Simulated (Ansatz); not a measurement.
Write the native input for Ansatz 0.2.0 that does the following.

```yaml
Task: single point
Functional: PBE
Potentials_or_basis: all-electron LAPW, scalar-relativistic
Cutoff: 236 eV (chosen from the basis error)
Basis_error_allowed: 0.001 eV/atom
k_mesh: 12 × 12 × 12
Occupations: fermi-dirac, width 0.05 eV
Spin: no spin polarisation
```

The system is Si2Mo.

```
Mo Si
1.0
    -1.60000    1.60000    3.93050
     1.60000   -1.60000    3.93050
     1.60000    1.60000   -3.93050
Mo Si
1 2
Cartesian
  -0.0147 0.0359 0.0506
  0.0664 0.0136 5.2950
  0.0405 -0.0037 2.6189
```

The cell isn't the ideal one: atoms moved at random, drawn with an rms of 0.05 Å.

These files were run (other wordings do the same):

input.yaml

```yaml
crystal:
  lattice:
    - [-1.6, 1.6, 3.9305]
    - [1.6, -1.6, 3.9305]
    - [1.6, 1.6, -3.9305]
  atoms:
    - { symbol: Mo, position: [0.017662, 0.001863, 0.006641] }
    - { symbol: Si, position: [0.677839, 0.694316, 0.025004] }
    - { symbol: Si, position: [0.331999, 0.345811, 0.011501] }
kpoints:
  mp_grid: { grid: [12, 12, 12] }
scf:
  occupations: { method: fermi_dirac, width: 0.05 }
hamiltonian:
  xc: pbe
  pseudopotentials: { kind: all_electron, lapw: { basis_error: 0.001 } }
output:
  forces: true
  stress: true
  eigenvalues: true
  populations: true
```

Potentials or basis: all-electron LAPW, scalar-relativistic.

Launch:

```sh
$ ansatz run input.yaml --threads 2 --pin off --max-ram 5120MiB --backend cpu --events-out ev --progress --plain --runs-dir out
```

It gave:

```
Pressure               : 2.5 GPa
Largest force          : 0.919 eV/Å
Band gap on the k mesh : none (metal or under the smearing width)
```

It took 100 s on 2 threads of AMD EPYC 9R45 96-Core Processor (Zen 5), with other jobs on the host, peak memory 2.1 GiB.
